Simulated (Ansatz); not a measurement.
Crystal: Ga.

```
Ga
1.0
     1.38300   -4.02650    0.00000
     1.38300    4.02650    0.00000
    -0.11745    0.00000    3.32993
Ga
2
Direct
  0.13100 0.86900 0.75000
  0.86900 0.13100 0.25000
```

This isn't the form of Ga at room conditions, which is orthorhombic.

Base run:

```yaml
Program: Ansatz 0.2.0
Functional: PBEsol
Potentials_or_basis: Ansatz PAW
Cutoff: "420 eV (not typed: the program's choice for these potentials)"
k_mesh: 10 × 10 × 8
Occupations: fermi-dirac, width 0.05 eV
Spin: no spin polarisation
```

Its results: band gap on the k mesh none (metal or under the smearing width); pressure -2.0 GPa; largest force 0.197 eV/Å.

Q: The run is repeated on the same cell with these changes: functional from PBEsol to r2SCAN; cutoff from 420 eV (not typed: the program's choice for these potentials) to 500 eV (not typed: the program's choice for these potentials). What comes out?

A: Band gap on the k mesh none (metal or under the smearing width); pressure -1.4 GPa; largest force 0.217 eV/Å.

Caveats: the PAW data sets come from PBE, with cores solved anew for the run's functional, which leaves a small shift of forces and pressure.
